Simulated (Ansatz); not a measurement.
**Si in Ansatz: the effect of functional**

The system is Si.

```
Si
1.0
     3.80560    0.00000    0.00000
    -1.90280    3.29575    0.00000
     0.00000    0.00000    6.29012
Si
4
Direct
  0.66667 0.33333 0.93699
  0.33333 0.66667 0.43699
  0.66667 0.33333 0.56301
  0.33333 0.66667 0.06301
```

This isn't the form of Si at room conditions, which is diamond.

The cell isn't the ideal one: volume scaled by 0.98.

Alike in all runs:

- Program: Ansatz 0.2.0
- Task: single point
- Potentials or basis: Ansatz PAW
- k mesh: 8 × 8 × 4
- Occupations: fermi-dirac, width 0.05 eV
- Spin: no spin polarisation

Problem. One run gave: gap on the mesh 0.27 eV; pressure -0.2 GPa. Which functional did it use?
A. r2SCAN
B. LDA
C. PBEsol

Solution. B.

```csv
functional,cutoff,gap on the mesh (eV),pressure (GPa)
PBEsol,420 eV (not typed: the program's choice for these potentials),0.26,1.5
r2SCAN,500 eV (not typed: the program's choice for these potentials),0.56,2.2
LDA,420 eV (not typed: the program's choice for these potentials),0.27,-0.2
```

Caveats: the PAW data sets come from PBE, with cores solved anew for the run's functional, which leaves a small shift of forces and pressure.

A k mesh can miss the band edges.
